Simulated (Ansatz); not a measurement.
# BaTiO3: the cost of one run

Computed with Ansatz 0.2.0 (DFT r2SCAN, scalar-relativistic, plane waves, PAW, unless a step's input says otherwise).

1 further run of the same task is left out (set aside as unsound or not needed).

## Step 1: The starting structure

The structure is trigonal, space group R3m (No. 160). The conventional cell has a = 5.680 Å, b = 5.680 Å, c = 6.994 Å, α = 90.00°, β = 90.00°, γ = 120.00°. Ba (site symmetry 3m) is surrounded by 12 O at 2.78 to 2.93 Å. Around Ti (site symmetry 3m) lie 6 O at 1.87 to 2.16 Å. O (site symmetry m) has 2 Ti at 1.87 to 2.16 Å as nearest neighbours.

As a file:

```
CELL_PARAMETERS angstrom
2.84005 1.63971 2.33143
-2.84005 1.63971 2.33143
0.00000 -3.27941 2.33143
ATOMIC_POSITIONS crystal
Ba 0.00279 0.00279 0.00279
Ti 0.51625 0.51625 0.51625
O 0.48975 0.48975 0.98016
O 0.48975 0.98016 0.48975
O 0.98016 0.48975 0.48975
```

It is the result of an earlier relaxation at this level (volume 13.03 Å³/atom; gap on the mesh: 2.87 eV).

## Step 2: Zero of the scan

File input.yaml:

```yaml
crystal:
  lattice:
    - [2.8400536804, 1.6397057569, 2.3314328372]
    - [-2.8400536804, 1.6397057569, 2.3314328372]
    - [0.0, -3.2794115137, 2.3314328372]
  atoms:
    - { symbol: Ba, position: [0.0027851041, 0.0027851041, 0.0027851041] }
    - { symbol: Ti, position: [0.5162478478, 0.5162478478, 0.5162478478] }
    - { symbol: O, position: [0.4897536548, 0.4897536548, 0.9801597385] }
    - { symbol: O, position: [0.4897536548, 0.9801597385, 0.4897536548] }
    - { symbol: O, position: [0.9801597385, 0.4897536548, 0.4897536548] }
basis:
  ecutwfc: 500
kpoints:
  mp_grid: { grid: [6, 6, 6] }
hamiltonian:
  xc: r2scan
scf:
  occupations: { method: gaussian, width: 0.05 }
output:
  forces: true
  stress: true
  eigenvalues: true
```

Command:

```console
$ ansatz run input.yaml --threads 1 --pin off --max-ram 2560MiB --backend cpu --events-out ev --progress --plain --runs-dir out
```

Q: Estimate wall time and peak memory on 1 thread of Arm Neoverse V2, shared host.

About 12 s, with a peak of 0.44 GiB.
